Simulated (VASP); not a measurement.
# Sb: single point with PBE

Sb:

```xyz
1
Lattice="-1.5776 1.5802 2.7118 1.5670 -1.5443 2.6848 1.6043 1.5710 -2.6909" Properties=species:S:1:pos:R:3 pbc="T T T"
Sb    0.0066    0.0476    0.0149
```

The cell isn't the ideal one: cell strained at random at fixed volume.

- Program: VASP 6.6.1
- Task: single point
- Functional: PBE
- Potentials or basis: VASP PAW PBE potentials, release 64 (Sb)
- Cutoff: 520 eV
- k mesh: 12 × 12 × 12
- Occupations: fermi-dirac, width 0.05 eV
- Spin: no spin polarisation

```json
{
 "Pressure": "1.6 GPa",
 "Band gap on the k mesh": "none (metal or under the smearing width)"
}
```

Stress tensor (GPa, compression positive):
```
1.48 0.22 0.02
0.22 2.24 0.23
0.02 0.23 1.03
```

Levels at points of the mesh, in eV from the Fermi level:
```
           k point  band 1  band 2  band 3  band 4  band 5  band 6
(0.00, 0.00, 0.00)  -12.94    4.70    5.34    5.52    9.36   10.60
(0.50, 0.00, 0.00)   -9.16   -5.82    2.01    5.30    6.37   10.05
(0.00, 0.50, 0.00)   -9.14   -5.80    1.80    5.34    6.14   10.12
(0.50, 0.50, 0.00)   -6.59   -4.33   -1.06    0.44    3.39    4.27
(0.00, 0.00, 0.50)   -6.77   -4.50   -0.89    0.73    3.57    4.47
(0.50, 0.00, 0.50)   -9.19   -5.81    1.89    5.36    6.23   10.05
(0.00, 0.50, 0.50)   -9.01   -5.78    1.70    5.17    6.06    9.95
(0.50, 0.50, 0.50)   -9.20   -5.65    1.95    2.16    5.80    6.05
```

Wall time 72 s on 1 thread of Intel(R) Xeon(R) 6975P-C (Granite Rapids), on a shared host, peak memory 0.3 GiB.

Spin-orbit coupling is left out, which matters for the levels of Sb.
